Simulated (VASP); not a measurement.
Runs of VASP 6.6.1 on I. It takes space group C2/m (No. 12, monoclinic). The conventional cell has a = 5.077 Å, b = 7.413 Å, c = 2.880 Å, α = 90.00°, β = 124.24°, γ = 90.00°. I (site symmetry 2/m) is surrounded by 2 I at 2.88 Å. 

```csv
task,level,potentials or basis,spin,fixed moment (μB),cell,k mesh,cutoff (eV),smearing,grid for exact exchange (PRECFOCK),exchange at q = 0,other keys,mesh quality,gap on the mesh (eV),pressure (GPa),moment (μB)
single point,LDA,"VASP PAW LDA potentials, release 64 (I)",off,-,as given,7 × 7 × 11,520,gaussian 0.1 eV,-,-,-,not flagged,none,(a),-
relaxation of the atoms,LDA,"VASP PAW LDA potentials, release 64 (I)",off,-,atoms relaxed from: cell strained at random at fixed volume,7 × 7 × 11,520,gaussian 0.05 eV,-,-,-,not flagged,none,-1.7,-
single point,B3LYP+ULG,"VASP PAW PBE potentials, release 54 (I)","collinear, ferromagnetic start",0,as given,4 × 4 × 6,520,fermi-dirac 0.02 eV,Normal,default,-,coarse,-,1.2,0.00
band structure,revPBE+D4,"VASP PAW PBE potentials, release 64 (I_GW)","non-collinear, ferromagnetic start",-,cell strained at random at fixed volume,5 × 5 × 8,700,gaussian 0.05 eV,-,-,ENCUT = 700,not flagged,-,-0.7,0.07
```

Q: Estimate the missing entries.

A: (a) -1.3.

Caveats: some runs use coarse meshes; an odd number of electrons without spin polarisation forces a metal (some runs); a magnetic or distorted state may lie lower (some runs); the PAW data sets were made with another functional, which shifts forces and pressure a little (some runs); the relaxation stopped at its first step, so nothing moved (some runs); the total moment is fixed, so each spin has its own Fermi level (some runs); spin-orbit coupling is left out, which moves the levels of the heavy elements (some runs); pairwise dispersion overbinds metals, which lowers pressure and volume (some runs).

A k mesh can miss the band edges, and the runs leave out spin-orbit coupling on I.

A gap of «none» marks a metal or a gap under the smearing width.
